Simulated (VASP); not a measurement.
# VASP inputs for RbBr (zincblende)

INCAR, step 1 (ground state)

```
SIGMA = 0.01
LCHARG = .FALSE.
LASPH = .TRUE.
LREAL = .FALSE.
LWAVE = .TRUE.
GGA = PE
PREC = Accurate
ISMEAR = 0
NELM = 120
EDIFF = 1E-7
ENCUT = 450
```

INCAR, step 2 (empty bands)

```
NELM = 1
LWAVE = .TRUE.
PREC = Accurate
EDIFF = 1E-7
ISTART = 1
GGA = PE
LOPTICS = .TRUE.
LREAL = .FALSE.
ENCUT = 450
NBANDS = 353
LASPH = .TRUE.
ALGO = Exact
SIGMA = 0.01
ISMEAR = 0
LCHARG = .FALSE.
```

INCAR, step 3 (GW)

```
ISTART = 1
NBANDS = 353
ENCUTGW = 120
EDIFF = 1E-7
LASPH = .TRUE.
GGA = PE
NBANDSGW = 16
ALGO = EVGW0
LWAVE = .FALSE.
PRECFOCK = Fast
PREC = Accurate
LREAL = .FALSE.
LCHARG = .FALSE.
NELM = 120
ISMEAR = 0
SIGMA = 0.01
NELMGW = 3
ENCUTGWSOFT = 120
ENCUT = 450
NOMEGA = 64
```

KPOINTS

```
KPOINTS created by Atomic Simulation Environment
0
Gamma
4 4 4
0 0 0
```

POSCAR

```
Rb Br
 1.0000000000000000
     0.0000000000000000    3.8694967141275005    3.8694967141275005
     3.8694967141275005    0.0000000000000000    3.8694967141275005
     3.8694967141275005    3.8694967141275005    0.0000000000000000
 Rb  Br
   1   1
Cartesian
 -0.0000000000000000  0.0000000000000000  0.0000000000000000
  1.9347483570637503  1.9347483570637503  1.9347483570637503
```

VASP ran with the GW set of PAW datasets (16 valence electrons in the cell).

Task: What does this run give?

Result: PBE gap on the mesh 4.07 eV; G₀W₀ gap on the mesh 6.92 eV.

Task: How does updating the eigenvalues in G change the gap?

Result: Gap on the mesh by iteration: 6.92, 7.34, 7.41 eV.
